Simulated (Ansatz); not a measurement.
# Te2Mo (P6_3/mmc) in Ansatz: equation of state

Aim: energy against volume of Te2Mo in PBE, for its equilibrium volume and stiffness.

Everything below comes from runs of Ansatz 0.2.0. Logs are shortened: lines on timing, memory, paths and dates and some standing lists are left out, and cuts for length are marked.

## 1. Starting point

The structure is hexagonal, space group P6_3/mmc (No. 194). Conventional cell: a = 3.518 Å, b = 3.518 Å, c = 13.974 Å, α = 90.00°, β = 90.00°, γ = 120.00°. Te (site symmetry 3m) has 3 Mo at 2.72 Å as nearest neighbours. Mo (site symmetry -6m2) is surrounded by 6 Te at 2.72 Å.

## 2. Equation of state, PBE

Potentials or basis: all-electron LAPW, scalar-relativistic.

No new run: the results of the series are fitted here.

What came out:

```yaml
Equilibrium_volume: 25.71 Å³/atom
Bulk_modulus_at_fixed_shape_and_positions: 93 GPa
Pressure_derivative_of_the_bulk_modulus: 4.5
```

Energy against volume, from the lowest point:
| volume (Å³/atom) | energy (meV/atom) |
| --- | --- |
| 23.467 | 66.70 |
| 23.966 | 38.47 |
| 24.466 | 18.51 |
| 24.965 | 5.93 |
| 25.464 | 0.00 |
| 25.963 | 0.03 |
| 26.463 | 5.41 |

Caveat: the cell was scaled at fixed shape and fractional positions, which overstates the stiffness of a crystal with free parameters, most of all of layers and chains; this functional lacks dispersion, which binds the layers, so the pressure and a relaxed spacing across them are unreliable.
